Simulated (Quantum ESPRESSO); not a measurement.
# Se under changes of volume

One of the cells (27.261 Å³/atom); the others are scaled copies at fixed shape and fractional positions:

```
Se
1.0
     4.36620    0.00000    0.00000
    -2.18310    3.78124    0.00000
     0.00000    0.00000    4.95360
Se
3
Cartesian
  1.6910 2.9289 0.0000
  -0.4921 0.8523 3.3024
  0.9841 0.0000 1.6512
```

* Program: Quantum ESPRESSO 7.5
* Functional: LDA
* Potentials or basis: GBRV 1.5 LDA
* Cutoff: 612 eV
* Density cutoff: 4898 eV
* k mesh: 7 × 7 × 6
* Occupations: fermi-dirac, width 0.05 eV
* Spin: no spin polarisation

| volume (Å³/atom) | energy over the lowest point (meV/atom) | pressure (GPa) | gap on the mesh (eV) | largest force (eV/Å) |
| --- | --- | --- | --- | --- |
| 25.625 | 8.66 | 2.7 | 1.04 | 0.926 |
| 26.170 | 1.98 | 1.2 | 1.06 | 0.680 |
| 26.716 | 0.00 | -0.1 | 1.08 | 0.451 |
| 27.261 | 2.21 | -1.2 | 1.10 | 0.238 |
| 27.806 | 8.19 | -2.3 | 1.11 | 0.040 |
| 28.351 | ? | ? | ? | ? |
| 28.896 | 29.88 | -4.1 | 1.07 | 0.317 |

Task: What does the run at 28.351 Å³/atom give?

Result: Energy over the lowest point 17.54 meV/atom; pressure -3.2 GPa; gap on the mesh 1.09 eV; largest force 0.145 eV/Å.

Worked out: A Birch-Murnaghan fit of order 3 (a polynomial in V^(-2/3)) to the other rows has its minimum at 26.69 Å³/atom with B0 = V·E''(V) = 61 GPa and B' = 4.4 at fixed shape and positions, which overstates the stiffness. It gives 17.53 meV/atom at 28.351 Å³/atom, against the run's 17.54, and -dE/dV = -3.2 GPa, against -3.2. A parabola through the other rows of the gap, of slope -0.665 eV per unit of ln V there, gives 1.09 eV, against the run's 1.09.

Energies are extrapolated to zero smearing.

Caveats: an odd mesh through Γ misses points on the zone boundary, where band edges often lie. Spin-orbit coupling on Se is left out.
